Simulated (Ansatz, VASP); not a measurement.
La in VASP and in Ansatz

The input INCAR:

```
ALGO = Normal
EDIFF = 1E-6
ENCUT = 520
GGA = CA
ISIF = 2
ISMEAR = -1
LASPH = T
LCHARG = F
LREAL = F
LWAVE = F
NBANDS = 12
NELM = 60
PREC = Accurate
SIGMA = 0.08
```

Contents of KPOINTS:

```
k-points
0
Gamma
  15 15 15
```

File POSCAR:

```
La
1.0
   -1.8381089944      1.8381089944      1.8381089944
    1.8381089944     -1.8381089944      1.8381089944
    1.8381089944      1.8381089944     -1.8381089944
La
1
Direct
    0.0000000000      0.0000000000      0.0000000000
```

Input for Ansatz:

```yaml
crystal:
  lattice:
    - [-1.8381089944, 1.8381089944, 1.8381089944]
    - [1.8381089944, -1.8381089944, 1.8381089944]
    - [1.8381089944, 1.8381089944, -1.8381089944]
  atoms:
    - { symbol: La, position: [0.0, 0.0, 0.0] }
kpoints:
  mp_grid: { grid: [15, 15, 15] }
scf:
  occupations: { method: fermi_dirac, width: 0.08 }
hamiltonian:
  xc: lda
  pseudopotentials: { kind: paw }
output:
  forces: true
  stress: true
  eigenvalues: true
  populations: true
  write_density: true
  write_potential: true
  elf: true
  volumetric_format: npy
```

Change from the starting cell: volume scaled by 0.75, PAW files.

Alike in both runs: task single point; functional LDA; k mesh 15 × 15 × 15; occupations fermi-dirac, width 0.08 eV; no spin polarisation.

|  | VASP | Ansatz |
| --- | --- | --- |
| version | VASP 6.6.1 | Ansatz 0.2.0 |
| potentials or method | VASP PAW LDA potentials, release 64 (La) | PAW with Ansatz's default frozen-core files, scalar-relativistic |
| plane-wave cutoff (eV) | 520 | 420 |
| valence electrons in the cell | 11 | 11 |

```csv
,VASP,Ansatz,Ansatz less VASP
pressure (GPa),12.4,12.6,+0.18
```

The runs have no spin-orbit coupling, so splittings on La are missing.
